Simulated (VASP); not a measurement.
Pd:

```
CELL_PARAMETERS angstrom
2.74965 0.00000 0.00000
-1.37483 2.38127 0.00000
0.00000 0.00000 4.49018
ATOMIC_POSITIONS crystal
Pd 0.33333 0.66667 0.25000
Pd 0.66667 0.33333 0.75000
```

This isn't the form of Pd at room conditions, which is fcc.

```yaml
Program: VASP 6.6.1
Task: relaxation of cell and atoms
Functional: RPBE
Potentials_or_basis: VASP PAW PBE potentials, release 64 (Pd)
Cutoff: 600 eV
k_mesh: 18 × 18 × 10
Occupations: gaussian, width 0.1 eV
Spin: no spin polarisation
```

At the start: pressure 13.2 GPa; volume 14.70 Å³/atom.

Where does the relaxation end?

Over 10 steps the energy falls by 45.0 meV/atom and the volume is 15.81 Å³/atom (+7.6 %); space group P6_3/mmc (No. 194, to 0.05 Å).

The path:
```
step  energy change (eV)  largest force (eV/Å)  pressure (GPa)  volume (Å³)
   1              0.0000                0.0000           13.20        29.40
   2              0.0318                0.0000          -10.74        34.86
   3             -0.0871                0.0000           -0.28        31.71
   4             -0.0872                0.0000           -0.13        31.66
   5             -0.0893                0.0000           -0.06        31.64
   6             -0.0900                0.0000            0.03        31.62
   7             -0.0901                0.0000            0.09        31.61
   8             -0.0901                0.0000            0.07        31.61
   9             -0.0901                0.0000           -0.09        31.65
  10             -0.0901                0.0000            0.01        31.63
```

Final structure:
```
Pd
1.0
     2.79295    0.00000    0.00000
    -1.39647    2.41876    0.00000
     0.00000    0.00000    4.68168
Pd
2
Direct
  0.33333 0.66667 0.25000
  0.66667 0.33333 0.75000
```

Caveat: the PAW data sets were made with another functional, which shifts forces and pressure a little.
